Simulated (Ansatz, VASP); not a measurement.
# ZnS: VASP beside Ansatz

The input INCAR:

```
SYSTEM = ZnS
ALGO = Normal
EDIFF = 1E-6
ENCUT = 520
GGA = PS
ISIF = 2
ISMEAR = 0
LASPH = .True.
LCHARG = .True.
LELF = .True.
LREAL = .False.
LVHAR = .True.
LWAVE = .False.
NBANDS = 26
NELM = 100
PREC = Accurate
SIGMA = 0.05
```

KPOINTS

```
k-points
0
Gamma
  9 9 6
  0 0 0
```

Contents of POSCAR:

```
ZnS
1.0
    3.5862871595      0.0000000000      0.0000000000
   -1.7931435797      3.1058157854      0.0000000000
    0.0000000000      0.0000000000      7.0397023249
Zn S
2 2
Direct
    0.3333333333      0.6666666667      0.0000000000
    0.6666666667      0.3333333333      0.5000000000
    0.3333333333      0.6666666667      0.3850000000
    0.6666666667      0.3333333333      0.8850000000
```

Input for Ansatz:

```yaml
crystal:
  lattice:
    - [3.5862871595, 0.0, 0.0]
    - [-1.7931435797, 3.1058157854, 0.0]
    - [0.0, 0.0, 7.0397023249]
  atoms:
    - { symbol: Zn, position: [0.3333333333, 0.6666666667, 0.0] }
    - { symbol: Zn, position: [0.6666666667, 0.3333333333, 0.5] }
    - { symbol: S, position: [0.3333333333, 0.6666666667, 0.385] }
    - { symbol: S, position: [0.6666666667, 0.3333333333, 0.885] }
basis:
  ecutwfc: 420
kpoints:
  mp_grid: { grid: [9, 9, 6] }
hamiltonian:
  xc: pbesol
scf:
  occupations: { method: gaussian, width: 0.05 }
output:
  forces: true
  stress: true
  eigenvalues: true
```

Alike in both runs: task single point; functional PBEsol; k mesh 9 × 9 × 6; occupations gaussian, width 0.05 eV; no spin polarisation.

```csv
,VASP,Ansatz
version,VASP 6.6.1,Ansatz 0.2.0
potentials or method,"VASP PAW PBE potentials, release 64 (Zn, S)","scalar-relativistic, plane waves, PAW"
plane-wave cutoff (eV),520,420
valence electrons in the cell,36,36
```

Ansatz gave:

* gap on the k mesh at the Fermi level (eV): 1.37
* least direct gap on the mesh (eV): 1.37
* pressure (GPa): 3.9
* largest component of the traceless stress (GPa): 13.35
* rms of the force components (eV/Å): 0.369

**Question.** Which values does VASP return?

**Answer.** gap on the k mesh at the Fermi level (eV): 1.37; least direct gap on the mesh (eV): 1.37; pressure (GPa): 4.1; largest component of the traceless stress (GPa): 13.43; rms of the force components (eV/Å): 0.377.

Atom by atom the forces differ by 0.007 eV/Å (rms over components). With one functional, cell and mesh, what is left measures potentials, basis and numerics.

Caveats: the PAW data sets were made with another functional, which shifts forces and pressure a little (VASP); an odd mesh through Γ misses points on the zone boundary, where band edges often lie.
